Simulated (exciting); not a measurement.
Here is an exciting (release sodium) calculation.

input.xml

```xml
<input>
  <title>Pd</title>
  <structure speciespath="./" tshift="false">
    <crystal scale="1">
      <basevect>0.000000000000 3.678351901584 3.678351901584</basevect>
      <basevect>3.678351901584 0.000000000000 3.678351901584</basevect>
      <basevect>3.678351901584 3.678351901584 0.000000000000</basevect>
    </crystal>
    <species speciesfile="Pd.xml" rmt="2.3">
      <atom coord="0.000000000000 0.000000000000 0.000000000000"/>
    </species>
  </structure>
  <groundstate do="fromscratch" ngridk="12 12 12" rgkmax="9" gmaxvr="14" lmaxapw="10" lmaxmat="10" lmaxvr="8" xctype="GGA_PBE" stype="Gaussian" swidth="0.00047774" nempty="12" ValenceRelativity="iora*" epsengy="1e-05" epspot="1e-05" maxscl="60" tforce="true" outputlevel="high"/>
</input>
```

Potentials or basis: all-electron LAPW+lo, shipped species files, valence relativity iora*.

The run is started by

```bash
$ OMP_NUM_THREADS=1 exciting_smp
```

(1) Estimate the band gap on the k mesh.

## Answers

(1) none (metal or under the smearing width).
